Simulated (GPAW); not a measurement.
Entries from a set of simulations; values are calculated unless marked as measured.

### InSe (GaSe-type monolayer): G0W0 with GPAW, start to end

The cell holds 4 atoms: 2 In and 2 Se. Its edges and angles: a = 4.068 Å, b = 4.068 Å, c = 16.000 Å, α = 90.0°, β = 90.0°, γ = 120.0°. Vacuum lies along c.

```xyz
4
Lattice="4.0679 0.0000 0.0000 -2.0340 3.5229 0.0000 0.0000 0.0000 16.0000" Properties=species:S:1:pos:R:3
In    0.0000    2.3486    9.4086
In    0.0000    2.3486    6.5914
Se    2.0340    1.1743   10.6886
Se    2.0340    1.1743    5.3114
```

- method: DFT, PBE, plane waves, PAW (and 1 further level or step)
- program: GPAW 26.7.0
- settings of one run: cutoff 550 eV, GPAW PAW setups 1.2.1 data release, 9×9×1 k-mesh
- notes: Values taken over the cell’s volume include its vacuum. The start is a generated structure, not a measured one. Limits: no spin-orbit coupling. Bands and cutoff are finite, so the gap is not at the basis limit. The miss can reach some tenths of an eV and take either sign; the mesh is an error of its own.
- PBE gap: 1.45 eV, indirect
- G0W0 gap on the mesh: 2.81 eV
- GW settings: 9×9×1 mesh, 173 bands, screening to 48 eV, full frequency, Hilbert transform
- known limits: not at the basis limit; no spin-orbit coupling

G0W0 moves the gap on the mesh from 1.46 eV to 2.81 eV (+1.35 eV), with Z of 0.75 and 0.77 at the edges. Only 2 of the mesh's irreducible points were corrected, so a valley elsewhere could overtake.

[Paths, hosts, dates, memory and timing lines, banners, echoed tables and standing remarks are left out of the program output.]

[Logs are printed without paths, hosts, clocks, repeated set-up lines and the standing remarks that a program may print on its own settings, such as how far it seeks lower states.]

[Runs of the session that timed out or met a known fault of the program may be left out.]

[Hosts, paths, dates, database ids (printed as entryN), source tags and the programs' standing remarks are cut or masked in the printed files.]
